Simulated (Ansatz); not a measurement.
# TiW3C4: the cost of one run

Program: Ansatz 0.2.0. Level of theory: DFT PBE, scalar-relativistic, plane waves, PAW. These are calculated values, not measurements.

### Step 1. The starting structure

It takes space group P-6m2 (No. 187, hexagonal). The conventional cell has a = 3.263 Å, b = 3.263 Å, c = 12.740 Å, α = 90.00°, β = 90.00°, γ = 120.00°. Ti (site symmetry -6m2) is surrounded by 6 C at 2.47 Å. W (site symmetry 3m) has 6 C at 2.47 Å as nearest neighbours. W (site symmetry -6m2) has 6 C at 2.47 Å as nearest neighbours. C (site symmetry 3m) has 3 Ti at 2.47 Å and 3 W at 2.47 Å as nearest neighbours. Around C (site symmetry 3m) lie 6 W at 2.47 Å.

Structure file:

```xyz
8
Lattice="3.2635 0.0000 0.0000 -1.6317 2.8263 0.0000 0.0000 0.0000 12.7400" Properties=species:S:1:pos:R:3 pbc="T T T"
Ti    0.0000    0.0000    0.0000
W     0.0000    0.0000    9.5550
W     0.0000    0.0000    3.1850
W     0.0000    0.0000    6.3700
C     1.6317    0.9421   11.1475
C     1.6317    0.9421    1.5925
C     1.6317    0.9421    4.7775
C     1.6317    0.9421    7.9625
```

The start is an ordering of an alloy on its end members' structure types: elements ordered on the sites of the WC type, W/Ti on W (P-6m2, No. 187).

### Step 2. The guess as it stands, on a coarse mesh

Input file input.yaml:

```yaml
crystal:
  lattice:
    - [3.26348465, 0.0, 0.0]
    - [-1.63174233, 2.82626062, 0.0]
    - [0.0, 0.0, 12.73999758]
  atoms:
    - { symbol: Ti, position: [0.0, 0.0, 0.0] }
    - { symbol: W, position: [0.0, 0.0, 0.75] }
    - { symbol: W, position: [0.0, 0.0, 0.25] }
    - { symbol: W, position: [0.0, 0.0, 0.5] }
    - { symbol: C, position: [0.66666667, 0.33333333, 0.875] }
    - { symbol: C, position: [0.66666667, 0.33333333, 0.125] }
    - { symbol: C, position: [0.66666667, 0.33333333, 0.375] }
    - { symbol: C, position: [0.66666667, 0.33333333, 0.625] }
basis:
  ecutwfc: 420
kpoints:
  mp_grid: { grid: [6, 6, 2] }
hamiltonian:
  xc: pbe
scf:
  occupations: { method: gaussian, width: 0.1 }
  lower_state_search: "off"
output:
  forces: true
  stress: true
  eigenvalues: true
```

Run with:

```bash
ansatz run input.yaml --threads 1 --pin off --max-ram 2560MiB --backend cpu --events-out ev --progress --plain --runs-dir out
```

**Question.** How long does this run take on 1 thread of Intel Xeon Platinum 8259CL at 2.50GHz (Skylake/Cascade Lake), shared host, and how much memory does it need?

About 6 s, with a peak of 0.43 GiB.
